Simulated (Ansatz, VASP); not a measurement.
**CdF2: VASP beside Ansatz**

Aim: how closely do two programs agree when they are given the same cell, functional and k mesh? The cell is taken from a series of VASP runs on this material, whose earlier steps may have relaxed, scaled or displaced it; both programs get it as it stands. Valence electrons are named where the data sets of a main pair hold unlike numbers.

Method: plane waves, with VASP 6.6.1 beside it; relaxation of cell and atoms at r2SCAN, in Ansatz 0.2.0.

## 1. The starting structure

Symmetry: Fm-3m, No. 225, cubic system. Conventional cell: a = 5.403 Å, b = 5.403 Å, c = 5.403 Å, α = 90.00°, β = 90.00°, γ = 90.00°. Cd has 8 F at 2.34 Å nearest. Nearest to F lie 4 Cd at 2.34 Å. Farther neighbours and most contacts between anions are not listed.

Coordinates:

```
Cd F
1.0
     0.00000    2.70134    2.70134
     2.70134    0.00000    2.70134
     2.70134    2.70134    0.00000
Cd F
1 2
Direct
  0.00000 0.00000 0.00000
  0.75000 0.75000 0.75000
  0.25000 0.25000 0.25000
```

## 2. VASP: relaxation of cell and atoms, r2SCAN

The relaxed volume is the usual yardstick between codes: in a stiff, nearly cubic crystal its relative difference is about their pressure difference at one cell divided by the bulk modulus.

Lines of VASP's logs that name or quote its potential files are left out, and so is its time.

The input, INCAR:

```
SYSTEM = CdF2
PREC = Accurate
ENCUT = 560
EDIFF = 1E-07
NELM = 100
ISMEAR = 0
SIGMA = 0.03
LREAL = .FALSE.
ALGO = Normal
METAGGA = R2SCAN
LASPH = .TRUE.
NBANDS = 19
LORBIT = 11
LWAVE = .FALSE.
LCHARG = .FALSE.
KPAR = 4
IBRION = 2
NSW = 50
ISIF = 3
EDIFFG = -0.002
```

The input, POSCAR:

```
CdF2
1.0
    0.0000000000      2.7013368413      2.7013368413
    2.7013368413      0.0000000000      2.7013368413
    2.7013368413      2.7013368413      0.0000000000
Cd F
1 2
Direct
    0.0000000000      0.0000000000      0.0000000000
    0.7500000000      0.7500000000      0.7500000000
    0.2500000000      0.2500000000      0.2500000000
```

The input, KPOINTS:

```
Automatic mesh
0
Gamma
8 8 8
0 0 0
```

PAW data sets: Cd and F (PBE family, release 64).

Command:

```bash
mpirun -np 4 vasp_std
```

Numbers of over 12 decimals in the logs are rounded to 6 here.

Log:

```text
[banner, memory and clock lines left out]
running    4 mpi-ranks, on    1 nodes
 distrk:  each k-point on    1 cores,    4 groups
 distr:  one band on    1 cores,    1 groups

 POSCAR found type information on POSCAR CdF
 POSCAR found :  2 types and       3 ions
|                                                                             |
|               ----> ADVICE to this user running VASP <----                  |
|                                                                             |
|     You enforced a specific xc type in the INCAR file but a different       |
|     [... a line on the potential file left out ...]
|     I HOPE YOU KNOW WHAT YOU ARE DOING!                                     |
|                                                                             |

 LDA part: xc-table for (None), standard interpolation
 POSCAR, INCAR and KPOINTS ok, starting setup
 FFT: planning ... GRIDC
 FFT: planning ... GRID_SOFT
 FFT: planning ... GRID
 WAVECAR not read
 entering main loop
       N       E                     dE             d eps       ncg     rms          rms(c)
DAV:   1     0.183258083382E+03    0.18326E+03   -0.16504E+04  1126   0.150E+03
DAV:   2    -0.335911962283E+02   -0.21685E+03   -0.20931E+03  1173   0.374E+02
DAV:   3    -0.431212541475E+02   -0.95301E+01   -0.95048E+01  1236   0.870E+01
DAV:   4    -0.431639189356E+02   -0.42665E-01   -0.42662E-01  1195   0.586E+00
DAV:   5    -0.431640677338E+02   -0.14880E-03   -0.14880E-03  1213   0.324E-01    0.855E+00
DAV:   6    -0.336761757322E+02    0.94879E+01   -0.42557E+00  1147   0.448E+01    0.931E+00
DAV:   7    -0.336978245137E+02   -0.21649E-01   -0.14576E+00  1132   0.109E+01    0.500E+00
DAV:   8    -0.337285952013E+02   -0.30771E-01   -0.18150E-01  1205   0.601E+00    0.172E+00
DAV:   9    -0.337213958041E+02    0.71994E-02   -0.68824E-02  1108   0.271E+00    0.256E-01
DAV:  10    -0.337225728502E+02   -0.11770E-02   -0.77547E-03  1159   0.849E-01    0.289E-01
DAV:  11    -0.337225294441E+02    0.43406E-04   -0.25721E-03  1120   0.485E-01    0.136E-01
DAV:  12    -0.337224707088E+02    0.58735E-04   -0.14327E-04  1180   0.211E-01    0.359E-02
DAV:  13    -0.337224587718E+02    0.11937E-04   -0.24493E-05  1171   0.551E-02    0.187E-02
DAV:  14    -0.337224547748E+02    0.39969E-05   -0.44762E-05  1129   0.635E-02    0.161E-02
DAV:  15    -0.337224534791E+02    0.12958E-05   -0.15869E-06  1129   0.118E-02    0.713E-03
DAV:  16    -0.337224531635E+02    0.31553E-06   -0.93461E-07  1144   0.915E-03    0.648E-04
DAV:  17    -0.337224532120E+02   -0.48427E-07   -0.33041E-08   563   0.172E-03
   1 F= -.33722453E+02 E0= -.33722453E+02  d E =-.337225E+02
 curvature:   0.00 expect dE= 0.000E+00 dE for cont linesearch  0.000E+00
 trial: gam= 0.00000 g(F)=  0.886E-47 g(S)=  0.164E-05 ort = 0.000E+00 (trialstep = 0.100E+01)
 search vector abs. value=  0.164E-05
 reached required accuracy - stopping structural energy minimisation
```

Parts of OUTCAR (step 2):

```text
ion  position               nearest neighbor table
   1  0.000  0.000  0.000-   2 2.34   2 2.34   2 2.34   2 2.34   3 2.34   3 2.34   3 2.34   3 2.34

  LATTYP: Found a face centered cubic cell.
 ALAT       =     5.4026736826

 Subroutine GETGRP returns: Found 48 space group operations
 (whereof 48 operations were pure point group operations)

The static configuration has the point symmetry O_h .

 Found     29 irreducible k-points:

   k-points           NKPTS =     29   k-points in BZ     NKDIM =     29   number of bands    NBANDS=     19

   dimension x,y,z NGX =    30 NGY =   30 NGZ =   30
   dimension x,y,z NGXF=    60 NGYF=   60 NGZF=   60

   ENCUT  =  560.0 eV  41.16 Ry    6.42 a.u.   7.37  7.37  7.37*2*pi/ulx,y,z

   NELECT =      26.0000    total number of electrons

 k-points in reciprocal lattice and weights: Automatic mesh
   0.00000000  0.00000000  0.00000000       0.002
   0.12500000  0.00000000  0.00000000       0.016
   0.25000000  0.00000000  0.00000000       0.016
   0.37500000  0.00000000  0.00000000       0.016
   0.50000000  0.00000000  0.00000000       0.008
   0.12500000  0.12500000  0.00000000       0.012
   0.25000000  0.12500000  0.00000000       0.047
   0.37500000  0.12500000  0.00000000       0.047
   0.50000000  0.12500000  0.00000000       0.047
[...]
-0.37500000  0.50000000  0.12500000       0.023
  -0.25000000  0.50000000  0.25000000       0.012

 average (electrostatic) potential at core
       1 -44.6982       2 -82.3648       3 -82.3648

 E-fermi :  -1.7937

 k-point     1 :       0.0000    0.0000    0.0000
  band No.  band energies     occupation
    ...
      9      -2.8984      2.00000
     10      -2.8984      2.00000
     11      -2.4439      2.00000
     12      -2.4439      2.00000
     13      -2.4439      2.00000
     14       1.7912      0.00000
     15      11.6393      0.00000
     16      11.6393      0.00000
     17      11.6393      0.00000
     18      15.9149      0.00000
    ...

 k-point     2 :       0.1250    0.0000    0.0000
  band No.  band energies     occupation
    ...
      9      -3.0036      2.00000
     10      -3.0036      2.00000
     11      -2.5375      2.00000
     12      -2.4299      2.00000
     13      -2.4299      2.00000
     14       2.3493      0.00000
     15      10.8146      0.00000
     16      11.8800      0.00000
     17      11.8800      0.00000
     18      17.0565      0.00000
    ...

 k-point     3 :       0.2500    0.0000    0.0000
  band No.  band energies     occupation
    ...
      9      -3.2822      2.00000
     10      -3.2822      2.00000
     11      -3.0352      2.00000
     12      -2.3918      2.00000
     13      -2.3918      2.00000
     14       3.6484      0.00000
     15       9.5393      0.00000
     16      12.5101      0.00000
     17      12.5101      0.00000
     18      17.7351      0.00000
    ...

  Total        0.0058306      0.0058306      0.0058306     -0.0000000      0.0000000      0.0000000
  in kB        0.2369510      0.2369510      0.2369510     -0.0000000      0.0000000      0.0000000
  external PRESSURE =       0.2369510 kB  Pullay stress =       0.0000000 kB

  energy-cutoff  :      560.00
  volume of cell :       39.42
      direct lattice vectors                 reciprocal lattice vectors
     0.000000000  2.701336841  2.701336841    -0.185093540  0.185093540  0.185093540
     2.701336841  0.000000000  2.701336841     0.185093540 -0.185093540  0.185093540
     2.701336841  2.701336841  0.000000000     0.185093540  0.185093540 -0.185093540

 POSITION                                       TOTAL-FORCE (eV/Angst)
 -----------------------------------------------------------------------------------
      0.00000      0.00000      0.00000        -0.000000      0.000000     -0.000000
      4.05201      4.05201      4.05201         0.000000     -0.000000     -0.000000
      1.35067      1.35067      1.35067        -0.000000      0.000000      0.000000
 -----------------------------------------------------------------------------------
    total drift:                                0.000000     -0.000000      0.000000

  FREE ENERGIE OF THE ION-ELECTRON SYSTEM (eV)
  ---------------------------------------------------
  free  energy   TOTEN  =       -33.7224532120 eV

  energy  without entropy=      -33.7224532120  energy(sigma->0) =      -33.72245321

 reached required accuracy - stopping structural energy minimisation

 total charge
# of ion       s       p       d       tot
------------------------------------------
    1        0.206   0.179   9.704  10.090
    2        1.739   4.372   0.000   6.112
    3        1.739   4.372   0.000   6.112
--------------------------------------------------
tot          3.685   8.924   9.704  22.313

[... 3 further parts left out ...]
```

CONTCAR:

```
CdF2
   1.00000000000000
     0.0000000000000000    2.7013368412999998    2.7013368412999998
     2.7013368412999998    0.0000000000000000    2.7013368412999998
     2.7013368412999998    2.7013368412999998    0.0000000000000000
  Cd              F
     1     2
Direct
     0.0000000000000000    0.0000000000000000    0.0000000000000000
     0.7500000000000000    0.7500000000000000    0.7500000000000000
     0.2500000000000000    0.2500000000000000    0.2500000000000000
```

The gap is read on the k-mesh alone, so it is an upper bound where the band edges lie off the mesh. The PAW data sets were made with PBE, which is usual practice but a small mismatch for other functionals. The run keeps the 48 symmetry operations of its start, so it cannot find a distortion of lower symmetry.

## 3. Ansatz: relaxation of cell and atoms, r2SCAN

Ansatz runs on its default PAW (the set named soft_2) files.

The same cell, functional, mesh and smearing now go to Ansatz, which takes its cutoff from its data sets.

The input, input.yaml:

```yaml
crystal:
  lattice:
    - [0.0, 2.7013368413, 2.7013368413]
    - [2.7013368413, 0.0, 2.7013368413]
    - [2.7013368413, 2.7013368413, 0.0]
  atoms:
    - { symbol: Cd, position: [0.0, 0.0, 0.0] }
    - { symbol: F, position: [0.75, 0.75, 0.75] }
    - { symbol: F, position: [0.25, 0.25, 0.25] }
hamiltonian:
  xc: r2scan
  pseudopotentials: { kind: paw }
kpoints:
  mp_grid: { grid: [8, 8, 8] }
scf:
  occupations: { method: gaussian, width: 0.03 }
relax:
  f_tol: 0.01
  max_steps: 60
  cell: { stress_tol: 0.05 }
output:
  forces: true
  stress: true
```

Command:

```bash
ansatz run input.yaml --threads 4 --pin off --max-ram 9216MiB --backend cpu --events-out ev --progress --plain --runs-dir out
```

Log:

```text
Engine: ansatz 0.2.0, aarch64-unknown-linux-gnu
Pseudopotentials: kind: paw
Pseudopotential: Cd, paw, valence charge 20, recommended cutoff 500 eV (meta_gga), Cd.paw.azcp
Pseudopotential: F, paw, valence charge 7, recommended cutoff 500 eV (meta_gga), F.paw.azcp
Functional definition: r2SCAN
  parameter k0 = 0.174
  parameter k1 = 0.065
  parameter a1 = 4.9479
  exchange = r2scan_x(k0 = k0, k1 = k1, a1 = a1)
  correlation = r2scan_c
Crystal: 3 atoms, lattice volume = 39.425 Å³
Basis set: ecut = 500 eV, 965 PW (Γ), exchange–correlation on 120×120×120 points (64 copies of the dense FFT grid, shifted against one another)
Bands: 21, of which v1, the nominal top of the filled ones, is band 17 counted from 1 (16 counted from 0)
Symmetry: 48 space group operations
Space group: Fm-3m (ITA 225), of the structure as read, at distance tolerance 3.4e-5 Å
k-points: 29 of 512
Non-local potential: Cd, projectors of the file, l = 0: 3, l = 1: 2, l = 2: 2, l = 3: 1
Non-local potential: F, projectors of the file, l = 0: 2, l = 1: 2, l = 2: 1
PAW form: soft (Blöchl's): semilocal exchange-correlation on the pseudo side does not see the compensation charge
PAW frozen core: Cd, regenerated for the run's functional (the file was generated under x = pbe(κ = 0.804, μ = 0.219515), c = pbe(β = 0.066725))
PAW frozen core: F, regenerated for the run's functional (the file was generated under x = pbe(κ = 0.804, μ = 0.219515), c = pbe(β = 0.066725))
PAW one-centre angular grid: Cd, 590 points (default); XC on 160 Gauss nodes
PAW one-centre angular grid: F, 302 points (default); XC on 160 Gauss nodes
Initial density: superposition of atomic densities (neutral atoms: chi_scale 0, normalization atom), corrected by the library's trained network
Initial wavefunctions: pseudopotential atomic-orbital guess
Functional: x = r2scan, c = r2scan; τ floored in thin density (d = 2e-4 eV/Å³)
SCF iter   1: F=—  HF=-9889.348620 eV  |F-HF|=—  |Δ(HF+E_count)|=         —  Δρ=1.09e-2  dr2=3.67e-2  dr2_τ=7.56e-2  ethr=1.77e-3  ⟨swp⟩=5.7  Hψ=2561  notcnv=0
preconditioner: auto → none  [insulator: Δε(μ)=3.912 eV  Ē_g=17.652 eV  σ=0.030 eV  W_gap=1.00  n_scr=14 (ndim 8)  ℏωp=30.2 eV  f_vac=0.143  D(μ)=0.00/eV (n_scr^D=0)  ε∞_Penn≈3.9]
SCF iter   2: F=—  HF=-9889.377656 eV  |F-HF|=—  |Δ(HF+E_count)|=   2.90e-2  Δρ=6.35e-3  dr2=4.92e-3  dr2_τ=1.71e-3  ethr=1.08e-4  ⟨swp⟩=2.6  Hψ=1355  notcnv=0
SCF iter   3: F=—  HF=-9889.377209 eV  |F-HF|=—  |Δ(HF+E_count)|=   4.48e-4  Δρ=2.39e-3  dr2=9.53e-4  dr2_τ=2.51e-4  ethr=1.45e-5  ⟨swp⟩=2.0  Hψ=1072  notcnv=0
SCF iter   4: F=—  HF=-9889.377269 eV  |F-HF|=—  |Δ(HF+E_count)|=   6.02e-5  Δρ=8.43e-4  dr2=1.40e-4  dr2_τ=1.78e-5  ethr=2.80e-6  ⟨swp⟩=2.1  Hψ=884  notcnv=0
SCF iter   5: F=—  HF=-9889.377259 eV  |F-HF|=—  |Δ(HF+E_count)|=   1.02e-5  Δρ=1.38e-4  dr2=3.85e-6  dr2_τ=8.26e-7  ethr=4.11e-7  ⟨swp⟩=2.8  Hψ=1122  notcnv=0
SCF iter   6: F=—  HF=-9889.377249 eV  |F-HF|=—  |Δ(HF+E_count)|=   1.02e-5  Δρ=3.50e-5  dr2=3.71e-7  dr2_τ=2.88e-8  ethr=1.13e-8  ⟨swp⟩=2.7  Hψ=1058  notcnv=0
SCF iter   7: F=-9889.377248 eV  HF=-9889.377248 eV  |F-HF|=2.75e-9  |Δ(HF+E_count)|=   3.27e-8  Δρ=4.69e-6  dr2=6.21e-9  dr2_τ=5.53e-10  ethr=2.94e-10  ⟨swp⟩=4.0  Hψ=1956  notcnv=0
SCF 1 converged in 7 iterations: F = -9889.377248 eV  dr2 = 6.21e-9
  greatest PAW one-centre occupation: 1.003 electrons in one spin orbital (limit 2), on the Cd atom at site 0 (counted from 0), in its partial waves of l = 1
relax step   1: F+E_penalty+E_count = -9889.37724848 eV  Δ(F+E_penalty+E_count) = +0.000e0 eV  max|allowed force component| = 2.313e-18 eV/Å  Δτ_max = 0.0000 Å  P = -0.874 GPa  Ω = 39.425 Å³  (7 SCF iters, dr2 threshold 1.00e-7 eV, accepted)
[...]
relax step   2: F+E_penalty+E_count = -9889.37842758 eV  Δ(F+E_penalty+E_count) = -1.179e-3 eV  max|allowed force component| = 3.354e-17 eV/Å  Δτ_max = 0.0000 Å  P = -0.025 GPa  Ω = 39.122 Å³  energy of the carried Pulay correction = +3.245e-4 eV  (5 SCF iters, dr2 threshold 3.00e-7 eV, accepted)
[...]
relax step   3: F+E_penalty+E_count = -9889.37806718 eV  Δ(F+E_penalty+E_count) = +3.604e-4 eV  max|allowed force component| = 3.431e-17 eV/Å  Δτ_max = 0.0000 Å  P = -0.021 GPa  Ω = 39.122 Å³  stress off target by 2.06e-2 GPa  SCF on the basis re-selected at this cell (its energy is not comparable with the rows above)  (5 SCF iters)
basis re-selected at this cell: Δ(F+E_penalty+E_count) = +3.604e-4 eV, ΔP = +0.004 GPa vs the last step (what re-selecting the basis moved, of the pressure what is left beyond the Pulay correction that the steps carried, after the strain that the cell walked since its last selection, with what the two solves' SCF thresholds leave and, on support functions, any second-order correction that the steps lacked; it is no m [...]
SCF converged after 5 iterations
Free energy (F): -9889.378067 eV
Harris-Foulkes:  -9889.378067 eV  (|F-HF|=1.27e-11)
Internal energy: -9889.378067 eV  (E = F + TS)
E sigma→0 (E₀):  -9889.378067 eV
Fermi energy:    7.766829 eV
--- Per-component energies (eV) ---
  E_band       = -519.821686
  E_kinetic    = 922.459496
  E_local      = -4242.461522  (includes V_loc(G=0)·N_el)
  E_nonlocal   = 184.171623
  E_hartree    = 1882.303180
  E_xc         = -326.081714
  E_vxc        = -476.243302  (∫ρ·V_xc dr)
  E_paw        = -4515.869369  (= ΣΔE_a)
  E_vpaw       = -705.965642  (= ΣTr[D̂ρ^β])
  E_aug_tail   = 0.002266  (compensation charges beyond the density's cutoff)
  E_vtau       = 33.609062  (kinetic-family band-sum trace: ∫τ·v_τ [+ j·A + Jᵃ·Aᵃ] dr)
  E_ewald      = -3793.274473
  E_core_change = -0.627554  (= ΣΔE_core)
  E_smearing   = -0.000000  (= −TS)
  E_closure    = 0.000000  (closes the sum)
  Σ components = -9889.378067   (vs F -9889.378067, Δ=0.00e0)
--- Forces (eV/Å), atoms counted from 1 ---
  atom   1  Cd     0.00000000    -0.00000000    -0.00000000
  atom   2  F     -0.00000000     0.00000000     0.00000000
  atom   3  F     -0.00000000    -0.00000000    -0.00000000
  max |Σ_I F_I| component: 4.63e-18 eV/Å
--- Stress (GPa, compression-positive) ---
       -0.020635      -0.000000      -0.000000
        0.000000      -0.020635       0.000000
       -0.000000      -0.000000      -0.020635
  P = ⅓ Tr σ = -0.0206 GPa (-0.206 kbar)
--- Relaxed structure (2 steps of the walk, 2 accepted, 1 SCFs on fresh bases) ---
  F+E_penalty+E_count = -9889.37806718 eV   max|allowed force component| = 3.431e-17 eV/Å   (the final SCF, on the basis selected at the relaxed cell)
  cell:  # Å, volume = 39.1221 Å³
    - [0, 2.694413, 2.694413]
    - [2.694413, 0, 2.694413]
    - [2.694413, 2.694413, 0]
  atoms:
    - { symbol: Cd, position: [0, 0, 0] }
    - { symbol: F, position: [0.750000, 0.750000, 0.750000] }
    - { symbol: F, position: [0.25, 0.25, 0.25] }
```

The job ended after 2.2 s (4 threads of Arm Neoverse V2, shared host; peak memory 0.45 GiB).

## 4. Differences

Known differences besides the potentials themselves: VASP keeps PBE cores, Ansatz makes them for the functional; both relaxations stop at a tolerance, which leaves soft axes loose, and VASP keeps its plane-wave basis; the data sets hold 34 valence electrons in Ansatz (on its default PAW (the set named soft_2) files) and 26 in VASP; the cutoff is 500 eV in Ansatz and 560 eV in VASP; Ansatz adds a Pulay correction to the stress that steers its cell, VASP none. Total energies have different zeros and are not compared.

Compared:

```tsv
quantity	Ansatz	VASP	difference
volume (Å³)	39.12	39.42	-0.77 %
edge a after relaxation, in the typed setting (Å)	3.811	3.820	-0.26 %
```

The walks stopped with -0.02 GPa left in Ansatz and 0.02 GPa in VASP; each walk ends within a tolerance, so the volume difference is uncertain by about these residues over the bulk modulus, most in soft cells.

## 5. What came out

- difference in volume (relaxation of cell and atoms, r2SCAN): -0.77 %

What this shows: The difference in volume is -0.77 % (relaxation of cell and atoms, r2SCAN), within the 1.2 % picked in this series as the mark of a large difference, as far as the stopping tolerances let one tell. The data sets hold unlike numbers of valence electrons (34 in Ansatz and 26 in VASP), so part of the differences comes from the potentials. Such differences can come from data sets, numerical settings and the points named under the comparisons, not from the functional's error against experiment.

[Lines on the potential files, build, host, timing and source positions are cut from VASP's logs without a mark.]

[Logs are printed without paths, hosts, clocks, repeated set-up lines and the standing remarks that a program may print on its own settings, such as how far it seeks lower states.]

[Hosts, paths, dates, database ids (printed as entryN), source tags and the programs' standing remarks are cut or masked in the printed files.]
